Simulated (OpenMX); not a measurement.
Runs of OpenMX 3.8.5 on Pd. It takes space group Fm-3m (No. 225, cubic). Conventional cell: a = 3.893 Å, b = 3.893 Å, c = 3.893 Å, α = 90.00°, β = 90.00°, γ = 90.00°. Pd (site symmetry m-3m) has 12 Pd at 2.75 Å as nearest neighbours. 

```tsv
potentials or basis	spin	k mesh	SCF threshold	mesh quality	pressure (GPa)	moment (μB)
OpenMX 2013 PBE set, Pd7.0-s3p2d2, grid cutoff 400 Ry	non-collinear, zero start, SOC	9 × 9 × 9	1e-07 Ha	not flagged	-	0.00
OpenMX 2013 PBE set, Pd7.0-s3p2d2, grid cutoff 400 Ry	off	9 × 9 × 9	1e-08 Ha	not flagged	11.8	-
OpenMX 2013 PBE set, Pd7.0-s3p2d2f1, grid cutoff 400 Ry	off	13 × 13 × 13	1e-08 Ha	not flagged	(a)	-
OpenMX 2013 PBE set, Pd7.0-s3p2d2, grid cutoff 400 Ry	non-collinear, zero start	7 × 7 × 7	1e-07 Ha	coarse	-	0.00
OpenMX 2013 PBE set, Pd7.0-s3p2d2, grid cutoff 400 Ry	non-collinear, zero start, SOC	7 × 7 × 7	1e-07 Ha	coarse	-	0.00
OpenMX 2013 PBE set, Pd7.0-s3p2d1, grid cutoff 400 Ry	off	9 × 9 × 9	1e-08 Ha	not flagged	8.2	-
OpenMX 2013 PBE set, Pd7.0-s3p2d2, grid cutoff 400 Ry	off	13 × 13 × 13	1e-08 Ha	not flagged	12.3	-
```

Alike in all rows: task band structure; level PBE; cell as given; smearing fermi-dirac 0.05 eV.

Problem. Estimate the missing entries.

Solution. (a) 9.3.

Caveats: some runs use coarse meshes; the basis of atomic orbitals isn't converged, which shifts pressures, moduli and gaps; total energies with and without spin-orbit coupling shouldn't be compared in this program (some runs).
